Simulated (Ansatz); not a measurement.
# Does disorder add resistance in series? Ti(0001) layers with 50 % Nb

Two lengths of the disordered region are known. What area resistance does the third give?

**Method.** Ansatz 0.2.0, plane waves with PAW datasets at their recommended cutoffs (420 eV for most), Fermi-Dirac smearing; ballistic transmission by layer matching. The area resistance is RA = A (h/2e²)(1/T − 1/N), with T the zone-mean transmission per spin and N the lead's channels, both averaged over a few energies near the Fermi level; for magnets each spin is taken apart, with h/e², and the two conduct in parallel. Lateral cell 2x2, PBE, a fresh random draw for each length.

The runs, with one result withheld:

| length (Å) | channels N | RA (fΩ m²) |
| --- | --- | --- |
| 4.69 | 2.708 | 1.34 |
| 14.1 | 2.708 | 1.68 |
| 23.4 | 2.708 | ? |

**Estimate by hand.**

Ohm's law makes RA linear in the length: the slope is (1.68 − 1.34)/(14.1 − 4.69) = 0.0362 fΩ m² per Å, or 36 µΩ cm. Then 1.68 + 0.0362 × 9.37. Predicted: 2.02 fΩ m².

Check against the run:

2.49 fΩ m², so the prediction is 19 % too low. The three lengths together give 61 µΩ cm. Single draws scatter; these runs don't part the causes of the miss, and leave the question open.

**Limits.** The scatterers repeat sideways with the small cell. The slope is a raw one; a model of isotropic scattering puts it 1.04 times the bulk value over these lengths. Atoms sit unrelaxed on the host's lattice, and the pair may not mix at random in practice.
